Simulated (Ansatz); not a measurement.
Below is a relaxed structure of BeTe. The cell was found from a structure generator's guess, not taken from experiment.

Level of theory: DFT PBE, scalar-relativistic, plane waves, PAW in Ansatz 0.2.0. Cutoff 420 eV, Γ-centred mesh, Gaussian smearing, no spin polarisation.

```cif
data_structure
_symmetry_space_group_name_H-M 'P 1'
_symmetry_Int_Tables_number 1
_cell_length_a 3.7905
_cell_length_b 3.7905
_cell_length_c 3.7905
_cell_angle_alpha 60.000
_cell_angle_beta 60.000
_cell_angle_gamma 60.000
_cell_volume 38.51
loop_
_atom_site_label
_atom_site_type_symbol
_atom_site_fract_x
_atom_site_fract_y
_atom_site_fract_z
_atom_site_occupancy
Be1 Be 0.50000 0.50000 0.50000 1
Te1 Te 0.00000 0.00000 0.00000 1
```

Formation energies are uncorrected and refer to the elements' standard structures at the same level.

(1) What space group does it have?

(2) What is its formation energy per atom?

(3) Is it a metal?

Answers

(1) Fm-3m (No. 225), the rock salt type. Conventional cell: a = 5.361 Å. Be is surrounded by 6 Te at 2.68 Å; around Te lie 6 Be at 2.68 Å.

(2) +0.15 eV/atom. The separate elements lie lower, so it is unstable against them.

(3) Yes, bands cross the Fermi level on the 18×18×18 mesh.

The last run used an 18×18×18 mesh for its 2-atom cell and Gaussian smearing of 0.10 eV. Spin–orbit coupling, which can matter for Te, is left out. The reference form of Te is held partly by dispersion forces, which this level lacks. A structure relaxed within its symmetry needn't be a true minimum.
